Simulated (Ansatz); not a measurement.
CsBr under changes of volume

One of the cells (40.468 Å³/atom); the others are scaled copies at fixed shape and fractional positions:

```xyz
2
Lattice="4.3256 0.0000 0.0000 0.0000 4.3256 0.0000 0.0000 0.0000 4.3256" Properties=species:S:1:pos:R:3 pbc="T T T"
Cs    0.0000    0.0000    0.0000
Br    2.1628    2.1628    2.1628
```

The cell comes from a database or a generator and needn't be the stable form of this composition.

```yaml
Program: Ansatz 0.2.0
Functional: PBE
Potentials_or_basis: JTH PAW
Cutoff: "1200 eV (not typed: the program's choice for these potentials)"
k_mesh: 6 × 6 × 6
Occupations: fermi-dirac, width 0.05 eV
Spin: no spin polarisation
```

```csv
volume (Å³/atom),energy over the lowest point (meV/atom),pressure (GPa),gap on the mesh (eV)
38.040,22.12,1.8,4.64
38.850,14.13,1.4,4.56
39.659,8.14,1.0,4.49
40.468,3.91,0.7,4.40
41.278,1.26,0.4,4.33
42.087,?,?,?
42.896,0.00,-0.1,4.19
```

What does the run at 42.087 Å³/atom give?

Energy over the lowest point 0.01 meV/atom; pressure 0.1 GPa; gap on the mesh 4.26 eV.

Worked out: A Birch-Murnaghan fit of order 3 (a polynomial in V^(-2/3)) to the other rows has its minimum at 42.49 Å³/atom with B0 = V·E''(V) = 12.2 GPa and B' = 5.1. It gives 0.01 meV/atom at 42.087 Å³/atom, against the run's 0.01, and -dE/dV = 0.1 GPa, against 0.1. A straight line through the other rows of the gap, of slope -3.77 eV per unit of ln V, gives 4.26 eV, against the run's 4.26.

Energies are extrapolated to zero smearing.

Caveats: spin-orbit coupling is left out, which moves the levels of the heavy elements.
